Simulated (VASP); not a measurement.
# AlN (P6_3/mmc) in VASP: single point with LDA

Aim: the single point of AlN with LDA.

All numbers are computed with VASP 6.6.1; they aren't measurements. Logs are shortened: lines on timing, memory, paths and dates and some standing lists are left out, and cuts for length are marked.

## 1. Starting point

It takes space group P6_3/mmc (No. 194, hexagonal). Conventional cell: a = 3.312 Å, b = 3.312 Å, c = 4.188 Å, α = 90.00°, β = 90.00°, γ = 120.00°. Al (site symmetry -6m2) is surrounded by 5 N at 1.91 to 2.09 Å. N (site symmetry -6m2) has 5 Al at 1.91 to 2.09 Å as nearest neighbours.

Measurements of this composition are mostly on another form, of space group No. 186.

## 2. Single point, LDA

File INCAR:

```
SYSTEM = AlN
ALGO = Normal
EDIFF = 1E-7
ENCUT = 520
GGA = CA
ISIF = 2
ISMEAR = 0
LASPH = .TRUE.
LCHARG = .FALSE.
LREAL = .FALSE.
LWAVE = .FALSE.
NBANDS = 16
NELM = 60
PREC = Accurate
SIGMA = 0.1
```

File KPOINTS:

```
k-points
0
G
  6 6 4
  0 0 0
```

File POSCAR:

```
AlN
1.0
    3.3121157418      0.0000000000      0.0000000000
   -1.6560578709      2.8683763727      0.0000000000
    0.0000000000      0.0000000000      4.1875630000
Al N
2 2
Direct
    0.3333333300      0.6666666700      0.7500000000
    0.6666666700      0.3333333300      0.2500000000
    0.3333333300      0.6666666700      0.2500000000
    0.6666666700      0.3333333300      0.7500000000
```

Potentials or basis: VASP PAW LDA potentials, release 64 (Al, N).

Run with:

```
$ cat potpaw_LDA.64/Al/POTCAR potpaw_LDA.64/N/POTCAR > POTCAR
$ mpirun -np 1 vasp_std > vasp.out
```

OUTCAR:

```text
SYSTEM = AlN
   EDIFF = 1E-7
   ENCUT = 520
   GGA = CA
   ISIF = 2
   ISMEAR = 0
   LASPH = .TRUE.
   LREAL = .FALSE.
   NELM = 60
   PREC = Accurate

 ion  position               nearest neighbor table
   1  0.333  0.667  0.750-   4 1.91   4 1.91   4 1.91   3 2.09   3 2.09   2 2.84   2 2.84   2 2.84
                             2 2.84   2 2.84   2 2.84
   2  0.667  0.333  0.250-   3 1.91   3 1.91   3 1.91   4 2.09   4 2.09   1 2.84   1 2.84   1 2.84
                             1 2.84   1 2.84   1 2.84
   3  0.333  0.667  0.250-   2 1.91   2 1.91   2 1.91   1 2.09   1 2.09
   4  0.667  0.333  0.750-   1 1.91   1 1.91   1 1.91   2 2.09   2 2.09

  LATTYP: Found a hexagonal cell.
 ALAT       =     3.3121157418
 C/A-ratio  =     1.2643166261

  Lattice vectors:

 A1 = (   3.3121157418,   0.0000000000,   0.0000000000)
 A2 = (  -1.6560578709,   2.8683763727,   0.0000000000)
 A3 = (   0.0000000000,   0.0000000000,   4.1875630000)

Analysis of symmetry for initial positions (statically):
=====================================================================
 Subroutine PRICEL returns:
 Original cell was already a primitive cell.

 Routine SETGRP: Setting up the symmetry group for a
 hexagonal supercell.

 Subroutine GETGRP returns: Found 24 space group operations
 (whereof 12 operations were pure point group operations)
 out of a pool of 24 trial point group operations.

The static configuration has the point symmetry D_3d.
 The point group associated with its full space group is D_6h.

Analysis of symmetry for dynamics (positions and initial velocities):
=====================================================================
 Subroutine PRICEL returns:
 Original cell was already a primitive cell.

 Routine SETGRP: Setting up the symmetry group for a
 hexagonal supercell.

 Subroutine GETGRP returns: Found 24 space group operations
 (whereof 12 operations were pure point group operations)
 out of a pool of 24 trial point group operations.

The dynamic configuration has the point symmetry D_3d.
 The point group associated with its full space group is D_6h.

 Subroutine INISYM returns: Found 24 space group operations
 (whereof 12 operations are pure point group operations),
 and found     1 'primitive' translations

----------------------------------------------------------------------------------------

                                     Primitive cell

  volume of cell :      39.7835

[... 92 lines left out ...]
   IBRION =     -1    ionic relax: 0-MD 1-quasi-New 2-CG
   NFREE  =      0    steps in history (QN), initial steepest desc. (CG)
   ISIF   =      2    stress and relaxation
   ISYM   =      2    0-nonsym 1-usesym 2-fastsym
   POTIM  = 0.5000    time-step for ionic-motion
   TEBEG  =    0.0;   TEEND  =   0.0 temperature during run
   PSTRESS=    0.0 pullay stress
   NELECT =      16.0000    total number of electrons
   NUPDOWN=      -1.0000    fix difference up-down
   EMIN   =  10.00;   EMAX   =-10.00  energy-range for DOS
   EFERMI =   0.00;   METHOD = LEGACY
   ISMEAR =     0;   SIGMA  =   0.10  broadening in eV -4-tet -1-fermi 0-gaus
   EFERMI_NEDOS =   21; number of points for ismear=-14 and -15
   IALGO  =     38    algorithm
   IMIX   =      4    mixing-type and parameters
     AMIX     =   0.40;   BMIX     =  1.00
     AMIX_MAG =   1.60;   BMIX_MAG =  1.00
  volume/ion in A,a.u.               =       9.95        67.12
  Fermi-wavevector in a.u.,A,eV,Ry     =   1.208409  2.283561 19.867927  1.460251
  Thomas-Fermi vector in A             =   2.344017
   LORBIT       =      0    0 simple, 1 ext, 2 COOP (PROOUT), +10 PAW based schemes
   GGA     = CA    functional components
   LHFCALC =     F    Hartree Fock is set to
   AEXX    =    0.0000 exact exchange contribution
   IVDW    =     0    specifies the selected vdW correction
   LEPSILON=     F    determine dielectric tensor
   LRPA    =     F    only Hartree local field effects (RPA)
 non-spin polarized calculation
 Gauss-broadening in eV      SIGMA  =   0.10
  energy-cutoff  :      520.00
  volume of cell :       39.78
 maximum number of plane-waves:      1080
 NGX is ok and might be reduce to    28
   NGX = 13   NGY = 13   NGZ = 15

 number of electron      16.0000001 magnetization

 Free energy of the ion-electron system (eV)
  ---------------------------------------------------
  ext. energy  EPLUGINS =         0.00000000
  ---------------------------------------------------
  free energy    TOTEN  =       -32.44178365 eV

  energy without entropy =      -32.44178365  energy(sigma->0) =      -32.44178365

 E-fermi :   8.1682     XC(G=0): -11.4876

 val. band max:        7.6838593698   @ k =   0.0000   0.0000   0.0000
 cond. band min:      10.9689918463   @ k =   0.0000   0.0000   0.0000
 fundamental gap:      3.2851324765
 Fermi energy:         8.1682366456

 k-point     1 :       0.0000    0.0000    0.0000
  band No.  band energies     occupation
      1      -8.9406      2.00000
      2      -5.2124      2.00000
      3       0.7836      2.00000
      4       4.4121      2.00000
      5       4.4121      2.00000
      6       6.0781      2.00000
[... 376 lines left out ...]
      3       0.7992      2.00000
      4       0.7992      2.00000
      5       2.5115      2.00000
      6       2.5115      2.00000
[... 8 lines left out ...]
     15      20.0710      0.00000
     16      20.0710      0.00000

------------------------ aborting loop because EDIFF is reached ----------------------------------------

  FORCE on cell =-STRESS in cart. coord.  units (eV):
  Direction    XX          YY          ZZ          XY          YZ          ZX
  --------------------------------------------------------------------------------------
  -------------------------------------------------------------------------------------
  Total       -1.9961954     -1.9961954     -2.1139509      0.0000000      0.0000000     -0.0000000
  in kB      -80.3915954    -80.3915954    -85.1338898      0.0000000      0.0000000     -0.0000000
  external PRESSURE =     -81.9723602 kB  Pullay stress =       0.0000000 kB

 VOLUME and BASIS-vectors are now :
 -----------------------------------------------------------------------------
  energy-cutoff  :      520.00
  volume of cell :       39.78
      direct lattice vectors                 reciprocal lattice vectors
     3.312115742  0.000000000  0.000000000     0.301921816  0.174314642  0.000000000
    -1.656057871  2.868376373  0.000000000     0.000000000  0.348629284  0.000000000
     0.000000000  0.000000000  4.187563000     0.000000000  0.000000000  0.238802377

 POSITION                                       TOTAL-FORCE (eV/Angst)
 -----------------------------------------------------------------------------------
     -0.00000      1.91225      3.14067         0.000000      0.000000      0.000000
      1.65606      0.95613      1.04689         0.000000     -0.000000      0.000000
     -0.00000      1.91225      1.04689        -0.000000     -0.000000      0.000000
      1.65606      0.95613      3.14067        -0.000000      0.000000      0.000000
 -----------------------------------------------------------------------------------
    total drift:                               -0.000001      0.000001      0.000000

  FREE ENERGIE OF THE ION-ELECTRON SYSTEM (eV)
  ---------------------------------------------------
  free  energy   TOTEN  =       -32.4417836504 eV

  energy  without entropy=      -32.4417836504  energy(sigma->0) =      -32.44178365
```

Wall time 16 s (1 thread of Intel Xeon Platinum 8175M at 2.50GHz (Skylake/Cascade Lake), shared host); peak memory 0.14 GiB.

Results:

```
Free energy            : -32.4418 eV
Pressure               : -8.2 GPa
Band gap on the k mesh : 3.29 eV, direct
```
